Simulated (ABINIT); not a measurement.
The system is GaN.

```
Ga N
1.0
     3.18000    0.00000    0.00000
    -1.59000    2.75396    0.00000
     0.00000    0.00000    5.16600
Ga N
2 2
Direct
  0.66667 0.33333 0.50000
  0.33333 0.66667 0.00000
  0.66667 0.33333 0.87500
  0.33333 0.66667 0.37500
```

Program: ABINIT 10.8.3 (patched build). Alike in all runs: task band structure; potentials or basis JTH PAW PBE v2.0; no spin polarisation; cell as given; k mesh 10 × 10 × 5; cutoff (eV) 844; smearing fermi-dirac 0.05 eV.

Task: Order these runs on this cell by their pressure, lowest first.
A. level AM05
B. level revPBE
C. level PBE
D. level LDA
E. level BLYP

Result: D (-3.8 GPa), A (1.8 GPa), C (7.9 GPa), B (11.0 GPa), E (13.1 GPa).

Caveats: the PAW data sets were made with another functional, which shifts forces and pressure a little (some runs).
